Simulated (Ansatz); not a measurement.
From formation energies to a reaction energy: SiC5

All numbers below come from Ansatz 0.2.0, DFT PBE, scalar-relativistic, plane waves, PAW. All cells share a 420 eV cutoff and Γ-centred k meshes spaced about 0.3 Å⁻¹ or finer (0.25 for metals, 2π included). No spin polarisation.

Formation energies are uncorrected and refer to the elements' standard structures at the same level.

These are static total energies at zero pressure. Weakly bound directions are ill-defined at this level, which has no dispersion term (SiC5 P6_3/mcm). The reference form of C is held partly by dispersion forces, which this level lacks.

A trial structure of SiC5 (reached from: a cell proposed by chemical analogy; relaxed: space group P6_3/mcm (No. 193), a = 4.650 Å, c = 7.529 Å) has a formation energy of 0.389 eV/atom. It holds C–C nets (shortest 1.45 Å). At its composition the lowest mixture among the elements and 2 reference phases computed alike (others may be missing) consists of these:

| phase | source | ΔE_f (eV/atom) |
| --- | --- | --- |
| C (solid) | element | 0.000 |
| SiC (P6_3mc) | Materials Project | -0.204 |

Question: Write the balanced decomposition and find its energy per atom, per formula unit and per mole of formula units.

Answer: Balancing Si and C gives SiC5 → 4 C + SiC. The left side holds 6 atoms, and the products take 4/6 (C) and 2/6 (SiC) of them. The mixture therefore lies at 4/6 × (0.000) + 2/6 × (-0.204) = -0.068 eV/atom. The reaction energy is -0.068 − (0.389) = -0.457 eV/atom. Times 6 atoms that is -2.742 eV per SiC5, and times 96.485 it is -265 kJ per mole of SiC5. Decomposition is downhill, so the trial structure is unstable against this mixture.

The trial SiC5 structure lies above not only the mixture of carbon and SiC but also the separated elements. Most of the energy released on decomposition therefore reflects the poor bonding of this arrangement, and the formation of SiC adds only the smaller share, -0.068 eV/atom. This fits the known chemistry of the system, in which SiC is the established bulk compound and excess carbon separates as graphite.

The shortest C–C contact suggests that the nets keep some π bonding, but silicon probably fits poorly among them. Its more diffuse 3p orbitals overlap weakly in π bonds, and it gains more from four strong, polar σ bonds to carbon, as in SiC. Decomposition lets each element take its preferred bonding: tetrahedral around silicon, and delocalised sp² in the remaining carbon.

The result counts against this structure, not against every arrangement of the same composition, and the reaction energy says nothing about the barrier that might let it persist as a metastable phase.
